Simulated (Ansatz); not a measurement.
# Ba under changes of volume

One of the cells (62.989 Å³/atom); the others are scaled copies at fixed shape and fractional positions:

```
Ba
1.0
    -2.50650    2.50650    2.50650
     2.50650   -2.50650    2.50650
     2.50650    2.50650   -2.50650
Ba
1
Direct
  0.00000 0.00000 0.00000
```

| Quantity | Value |
| --- | --- |
| Program | Ansatz 0.2.0 |
| Functional | PBE |
| Potentials or basis | Ansatz PAW |
| Cutoff | 420 eV (not typed: the program's choice for these potentials) |
| k mesh | 8 × 8 × 8 |
| Occupations | fermi-dirac, width 0.05 eV |
| Spin | no spin polarisation |

```tsv
volume (Å³/atom)	energy over the lowest point (meV/atom)	pressure (GPa)
59.209	6.39	0.6
60.469	2.61	0.4
61.729	0.52	0.2
62.989	0.00	0.0
64.249	0.92	-0.2
65.508	?	?
66.768	6.60	-0.5
```

Problem. What does the run at 65.508 Å³/atom give?

Solution. Energy over the lowest point 3.16 meV/atom; pressure -0.3 GPa.

Worked out: A Birch-Murnaghan fit of order 3 (a polynomial in V^(-2/3)) to the other rows has its minimum at 62.80 Å³/atom with B0 = V·E''(V) = 9.2 GPa and B' = 3.2. It gives 3.15 meV/atom at 65.508 Å³/atom, against the run's 3.16, and -dE/dV = -0.4 GPa, against -0.3.

Energies are extrapolated to zero smearing.
